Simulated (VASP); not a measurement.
Input of a VASP 6.6.1 run:

Contents of INCAR:

```
ALGO = Normal
EDIFF = 1E-6
ENCUT = 520
GGA = RP
ISIF = 2
ISMEAR = 0
LASPH = T
LCHARG = F
LREAL = F
LWAVE = F
NBANDS = 15
NELM = 60
PREC = Accurate
SIGMA = 0.1
```

Contents of KPOINTS:

```
k-points
0
Gamma
  7 7 7
```

The input POSCAR:

```
KCl
1.0
    0.0000000000      3.1464700000      3.1464700000
    3.1464700000      0.0000000000      3.1464700000
    3.1464700000      3.1464700000      0.0000000000
K Cl
1 1
Direct
    0.0000000000      0.0000000000      0.0000000000
    0.5000000000      0.5000000000      0.5000000000
```

Potentials or basis: VASP PAW PBE potentials, release 64 (K_sv, Cl).

Launch:

```bash
$ cat potpaw_PBE.64/K_sv/POTCAR potpaw_PBE.64/Cl/POTCAR > POTCAR
$ mpirun -np 1 vasp_std > vasp.out
```

Problem. Predict the band gap on the k mesh.

Solution. 5.54 eV, direct.

Problem. Estimate the pressure.

Solution. 2.4 GPa.

Caveat: the PAW data sets were made with another functional, which shifts forces and pressure a little.

**Experimental background.**

From a printed reference work, monograph, for a bulk crystal of KCl: band gap 8.68 eV.

Against the measured gap of KCl, 8.68 eV (a printed reference work, monograph), the calculated 5.54 eV is off by -3.14 eV. The value is that of RPBE on a finite k mesh, which can miss the band edges, without temperature or zero-point motion. Semilocal functionals fall short of measured gaps as a rule.
